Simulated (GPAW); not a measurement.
Runs of GPAW 26.7.0 on CoO. The structure is cubic, space group Pm-3m (No. 221). Conventional cell: a = 2.621 Å, b = 2.621 Å, c = 2.621 Å, α = 90.00°, β = 90.00°, γ = 90.00°. Around Co (site symmetry m-3m) lie 8 O at 2.27 Å. O (site symmetry m-3m) has 8 Co at 2.27 Å as nearest neighbours. Measurements of this composition are mostly on another form, of space group No. 225.

| cell | site radius | gap on the mesh (eV) | moment (μB) |
| --- | --- | --- | --- |
| Pm-3m, 9.0 Å³/atom | 1.078 | none | 3.00 |
| Pm-3m, 8.83 Å³/atom | 1.071 | none | 2.99 |
| Pm-3m, 8.66 Å³/atom | 1.064 | none | 2.98 |
| Pm-3m, 8.49 Å³/atom | 1.057 | none | (a) |

Alike in all rows: task magnons; level LDA; potentials or basis the program's PAW data sets (release 1.2.1) made for this functional, pw; spin collinear, ferromagnetic start; k mesh 8 × 8 × 8; cutoff (eV) 550; smearing fermi-dirac 0.05 eV.

Question: Fill in the values left out.

Answer: (a) 2.97.

Caveats: the number of bands moves the energies at small q by some ten meV; the exchange constants hang on this mesh and on the site radius; magnon energies are noisy on this mesh; a cell with one magnetic atom can't hold antiferromagnetic order, which such compounds often take; semilocal functionals often make such compounds metallic where correlation or magnetic order opens a gap, which also shifts bond lengths.

A gap of «none» marks a metal or a gap under the smearing width.
